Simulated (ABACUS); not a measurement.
C in ABACUS: the effect of exact exchange share

C:

```
CELL_PARAMETERS angstrom
0.00000 1.78337 1.78337
1.78337 0.00000 1.78337
1.78337 1.78337 0.00000
ATOMIC_POSITIONS crystal
C 0.75000 0.75000 0.75000
C 0.50000 0.50000 0.50000
```

This isn't the form of C at room conditions, which is graphite.

Alike in all runs:

- Program: ABACUS 3.10.1
- Task: single point
- Potentials or basis: SG15 ONCV 1.2 PBE
- Cutoff: 1361 eV
- Density cutoff: 5442 eV
- Basis: DZP LCAO (the cutoffs set its grid)
- k mesh: 6 × 6 × 6
- Occupations: fermi-dirac, width 0.05 eV
- Spin: no spin polarisation

```csv
exact exchange share,functional,gap on the mesh (eV)
0.1,"HSE-type (share 0.1, screening 0.11/bohr)",4.70
0.25,"HSE-type (share 0.25, screening 0.11/bohr)",?
0.4,"HSE-type (share 0.4, screening 0.11/bohr)",6.11
```

What does the run with exact exchange share 0.25 give?

gap on the mesh 5.40 eV.

Caveats: all runs use coarse meshes; the atomic orbitals were generated for these runs and aren't a published set; gaps of hybrids in this basis differ from plane-wave ones by up to 0.1 eV; the basis of atomic orbitals isn't converged, which shifts pressures, moduli and gaps.

A k mesh can miss the band edges.
